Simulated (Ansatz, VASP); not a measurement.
**Two plane-wave programs on SnTe**

Contents of INCAR:

```
SYSTEM = SnTe
PREC     = Accurate       ! precision mode
ENCUT    = 520            ! plane-wave cutoff, eV
EDIFF    = 1E-7           ! SCF threshold, eV
ISMEAR   = 0              ! smearing method
SIGMA    = 0.03           ! smearing width, eV
LREAL    = .FALSE.        ! projectors in reciprocal space
LASPH    = .TRUE.         ! aspherical terms in the spheres
NELM     = 80             ! most SCF steps
ALGO     = Normal         ! electronic algorithm
ISIF     = 2              ! what is computed and relaxed
LWAVE    = .FALSE.        ! write WAVECAR
LCHARG   = .FALSE.        ! write CHGCAR
GGA      = PE             ! functional
NBANDS   = 17             ! bands
```

KPOINTS

```
Automatic mesh
0
G
  10 10 10
  0 0 0
```

File POSCAR:

```
SnTe
1.0
    0.0000000000      3.1091525000      3.1091525000
    3.1091525000      0.0000000000      3.1091525000
    3.1091525000      3.1091525000      0.0000000000
Sn Te
1 1
Direct
    0.0000000000      0.0000000000      0.0000000000
    0.5000000000      0.5000000000      0.5000000000
```

Input for Ansatz:

```yaml
crystal:
  lattice:
    - [0.0, 3.1091525, 3.1091525]
    - [3.1091525, 0.0, 3.1091525]
    - [3.1091525, 3.1091525, 0.0]
  atoms:
    - { symbol: Sn, position: [0.0, 0.0, 0.0] }
    - { symbol: Te, position: [0.5, 0.5, 0.5] }
basis:
  ecutwfc: 420
kpoints:
  mp_grid: { grid: [10, 10, 10] }
hamiltonian:
  xc: pbe
scf:
  occupations: { method: gaussian, width: 0.03 }
output:
  forces: true
  stress: true
  eigenvalues: true
  write_density: true
  write_potential: true
  elf: true
  volumetric_format: npy
```

Change from the starting cell: strain -0.015 along x and y, -0.015 along z, atoms carried along.

Alike in both runs: task single point; functional PBE; k mesh 10 × 10 × 10; occupations gaussian, width 0.03 eV; no spin polarisation.

|  | VASP | Ansatz |
| --- | --- | --- |
| version | VASP 6.6.1 | Ansatz 0.2.0 |
| potentials or method | VASP PAW PBE potentials, release 64 (Sn_d, Te) | scalar-relativistic, plane waves, PAW |
| plane-wave cutoff (eV) | 520 | 420 |
| valence electrons in the cell | 20 | 30 |

|  | VASP | Ansatz | Ansatz less VASP |
| --- | --- | --- | --- |
| gap on the k mesh at the Fermi level (eV) | 0.22 | 0.22 | 0.000 |
| least direct gap on the mesh (eV) | 0.22 | 0.22 | 0.000 |
| pressure (GPa) | 4.5 | 4.5 | +0.02 |

With one functional, cell and mesh, what is left measures potentials, basis and numerics. The two sets of potentials don't hold the same shells in valence.

Caveats: spin-orbit coupling is left out, which moves the levels of the heavy elements.
